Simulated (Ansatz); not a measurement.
Crystal: P.

```xyz
4
Lattice="1.6477 -5.4650 0.0000 1.6477 5.4650 0.0000 0.0000 0.0000 4.5436" Properties=species:S:1:pos:R:3 pbc="T T T"
P     1.6477   -4.4173    2.6754
P     1.6477    4.4173    1.8683
P     1.6477   -1.0477    0.4035
P     1.6477    1.0477    4.1401
```

* Program: Ansatz 0.2.0
* Task: relaxation of cell and atoms
* Functional: revPBE
* Dispersion: D3(BJ)
* Potentials or basis: Ansatz PAW
* Cutoff: 420 eV (not typed: the program's choice for these potentials)
* k mesh: 8 × 8 × 6
* Occupations: fermi-dirac, width 0.05 eV
* Spin: no spin polarisation

At the start: volume 20.46 Å³/atom.

Task: Where does the relaxation end?

Result: It ends after 8 steps and the volume is 15.75 Å³/atom (-23.0 %); space group Cmce (No. 64, to 0.05 Å).

Step by step:
| step | energy change (eV) | largest force (eV/Å) | volume (Å³) |
| --- | --- | --- | --- |
| 1 | 0.0000 | 0.3990 | 81.83 |
| 2 | -0.1939 | 0.1327 | 73.18 |
| 3 | -0.3024 | 0.1773 | 67.35 |
| 4 | -0.3428 | 0.1874 | 64.53 |
| 5 | -0.3598 | 0.0606 | 63.71 |
| 6 | -0.3620 | 0.0152 | 63.05 |
| 7 | -0.3620 | 0.0024 | 63.02 |
| 8 | -0.3612 | 0.0026 | 63.02 |

Final structure:
```
P
1.0
     1.67335   -4.95107    0.00000
     1.67335    4.95107    0.00000
     0.00000    0.00000    3.80324
P
4
Direct
  0.88880 0.11120 0.55562
  0.11120 0.88880 0.44438
  0.61120 0.38880 0.05562
  0.38880 0.61120 0.94438
```

Caveat: the volume moved by over 15 % at a fixed basis, so the end points are rough; the plane-wave basis is chosen anew once the cell has moved, so the energies of steps on either side of that aren't comparable; pairwise dispersion overbinds metals, which lowers pressure and volume; the PAW data sets come from PBE, with cores solved anew for the run's functional, which leaves a small shift of forces and pressure.
